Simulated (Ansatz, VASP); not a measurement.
## One calculation of AlNi, two programs

File INCAR:

```
SYSTEM = AlNi
PREC = Accurate ; ENCUT = 520
EDIFF = 1E-6 ; ISMEAR = -1
SIGMA = 0.1 ; LREAL = .FALSE.
LASPH = .TRUE. ; NELM = 80
ALGO = Normal ; ISIF = 2
LWAVE = .FALSE. ; LCHARG = .TRUE.
GGA = PS ; IVDW = 13
LELF = .TRUE. ; LVHAR = .TRUE.
NBANDS = 14
```

KPOINTS

```
Automatic mesh
0
G
  12 12 12
  0 0 0
```

Contents of POSCAR:

```
AlNi
1.0
    2.8625886336      0.0000000000      0.0000000000
    0.0000000000      2.8625886336      0.0000000000
    0.0000000000      0.0000000000      2.8625886336
Al Ni
1 1
Direct
    0.0000000000      0.0000000000      0.0000000000
    0.5000000000      0.5000000000      0.5000000000
```

Input for Ansatz:

```yaml
crystal:
  lattice:
    - [2.86258863356, 0.0, 0.0]
    - [0.0, 2.86258863356, 0.0]
    - [0.0, 0.0, 2.86258863356]
  atoms:
    - { symbol: Al, position: [0.0, 0.0, 0.0] }
    - { symbol: Ni, position: [0.5, 0.5, 0.5] }
kpoints:
  mp_grid: { grid: [12, 12, 12] }
scf:
  occupations: { method: fermi_dirac, width: 0.1 }
  n_extra_bands: 4
hamiltonian:
  xc: pbesol
  pseudopotentials: { kind: all_electron, lapw: { basis_error: 0.001 } }
  dispersion: d4
output:
  forces: true
  stress: true
  eigenvalues: true
  eigenstates:
    nscf_kmesh: { grid: [20, 20, 20] }
    de_dk: true
    e_range: [-14, 14]
  optics:
    e_range: [0, 30]
    de: 0.2
    sigma: 0.2
    bands: { spectra_wanted_up_to: 30 }
    nscf_kmesh: { grid: [20, 20, 20] }
    drude_damping: 0.03
checkpoint:
  write: ck
  write_wavefunctions: false
basis:
  xc_grid: 1
```

Alike in both runs: task single point; functional PBEsol; dispersion D4; k mesh 12 × 12 × 12; occupations fermi-dirac, width 0.1 eV; no spin polarisation.

|  | VASP | Ansatz |
| --- | --- | --- |
| version | VASP 6.6.1 | Ansatz 0.2.0 |
| potentials or method | VASP PAW PBE potentials, release 64 (Al, Ni) | all-electron LAPW, scalar-relativistic |
| plane-wave cutoff (eV) | 520 | see its input |

```csv
,VASP,Ansatz,Ansatz less VASP
pressure (GPa),-3.0,-3.2,-0.16
```

Ansatz ran all-electron here, so the differences hold the error of VASP's frozen core and of both bases. Ansatz warned: «optics_on_partly_filled_bands».

Caveats: the PAW data sets were made with another functional, which shifts forces and pressure a little (VASP); pairwise dispersion overbinds metals, which lowers pressure and volume. Spin polarisation is off, so any magnetic state and its effect on volume and gap are missing.
